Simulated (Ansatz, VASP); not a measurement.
## One calculation of SnO, two programs

INCAR

```
PREC = Accurate ; ENCUT = 520
EDIFF = 1E-6 ; ISMEAR = 0
SIGMA = 0.05 ; LREAL = F
LASPH = T ; NELM = 100
ALGO = Fast ; ISIF = 2
LWAVE = F ; LCHARG = T
GGA = PE ; IVDW = 12
LELF = T ; LVHAR = T
NBANDS = 28
```

Contents of KPOINTS:

```
Automatic mesh
0
Gamma
  10 6 8
```

File POSCAR:

```
SnO
1.0
    3.3550050000      0.0000000000      0.0000000000
    0.0000000000      5.6741040000      0.0000000000
    0.0000000000      0.0000000000      4.2219700000
Sn O
2 2
Direct
    0.0000000000      0.2319090000      0.5131440000
    0.5000000000      0.7680910000      0.0131440000
    0.0000000000      0.8912500000      0.7368570000
    0.5000000000      0.1087500000      0.2368570000
```

Input for Ansatz:

```yaml
crystal:
  lattice:
    - [3.355005, 0.0, 0.0]
    - [0.0, 5.674104, 0.0]
    - [0.0, 0.0, 4.22197]
  atoms:
    - { symbol: Sn, position: [0.0, 0.231909, 0.513144] }
    - { symbol: Sn, position: [0.5, 0.768091, 0.013144] }
    - { symbol: O, position: [0.0, 0.89125, 0.736857] }
    - { symbol: O, position: [0.5, 0.10875, 0.236857] }
basis:
  ecutwfc: 420
kpoints:
  mp_grid: { grid: [10, 6, 8] }
hamiltonian:
  xc: pbe
  dispersion: d3bj
scf:
  occupations: { method: gaussian, width: 0.05 }
output:
  forces: true
  stress: true
  eigenvalues: true
```

The cell comes from a database or a generator and needn't be the stable form of this composition.

Alike in both runs: task single point; functional PBE; dispersion D3(BJ); k mesh 10 × 6 × 8; occupations gaussian, width 0.05 eV; no spin polarisation.

|  | VASP | Ansatz |
| --- | --- | --- |
| version | VASP 6.6.1 | Ansatz 0.2.0 |
| potentials or method | VASP PAW PBE potentials, release 64 (Sn_d, O) | scalar-relativistic, plane waves, PAW |
| plane-wave cutoff (eV) | 520 | 420 |
| valence electrons in the cell | 40 | 40 |

VASP gave:

```
gap on the k mesh at the Fermi level (eV)       : 1.35
least direct gap on the mesh (eV)               : 1.98
pressure (GPa)                                  : -1.1
largest component of the traceless stress (GPa) : 0.21
rms of the force components (eV/Å)              : 0.029
```

Task: Estimate Ansatz's values.

Result: gap on the k mesh at the Fermi level (eV): 1.37; least direct gap on the mesh (eV): 1.99; pressure (GPa): -1.3; largest component of the traceless stress (GPa): 0.18; rms of the force components (eV/Å): 0.052.

Atom by atom the forces differ by 0.034 eV/Å (rms over components). The functional is the same, so the differences come from potentials, cutoffs and numerics.

Caveats: spin-orbit coupling is left out, which moves the levels of the heavy elements. A k mesh can miss the band edges. Expect the measured gap to be larger: semilocal functionals such as PBE lack the derivative discontinuity.
